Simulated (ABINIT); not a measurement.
BeTe: single point with PBE0

Crystal: BeTe.

```
Te Be
1.0
     0.00000    2.77000    2.77000
     2.77000    0.00000    2.77000
     2.77000    2.77000    0.00000
Te Be
1 1
Cartesian
  4.1550 4.1550 4.1550
  0.0000 0.0000 0.0000
```

```json
{"Program": "ABINIT 10.8.3 (patched build)", "Task": "single point", "Functional": "PBE0", "Potentials or basis": "SG15 NC PBE v1.2", "Cutoff": "707 eV", "k mesh": "6 × 6 × 6", "Occupations": "fixed", "Spin": "no spin polarisation"}
```

```
Pressure                                              : 1.9 GPa
Band gap on the k mesh                                : 3.51 eV, indirect (least direct gap 5.43 eV)
Valence electrons inside the program's atomic spheres : Te 12.02; Be 3.03
```

Levels at points of the mesh, in eV from the valence-band top:
| k point | band 8 | band 9 | band 10 | band 11 | band 12 |
| --- | --- | --- | --- | --- | --- |
| (0.00, 0.00, 0.00) | 0.00 | 0.00 | 0.00 | 5.43 | 5.43 |
| (0.50, 0.00, 0.00) | -6.37 | -1.29 | -1.29 | 5.05 | 6.48 |
| (0.50, 0.50, 0.00) | -5.86 | -3.04 | -3.04 | 3.51 | 4.39 |

It took 20 min on 8 MPI ranks on Arm Neoverse V2, with other jobs on the host, peak memory 1.1 GiB a rank.

Caveat: the potentials were made for another functional, which shifts forces and pressure; spin-orbit coupling is left out, which moves the levels of the heavy elements. A k mesh can miss the band edges.
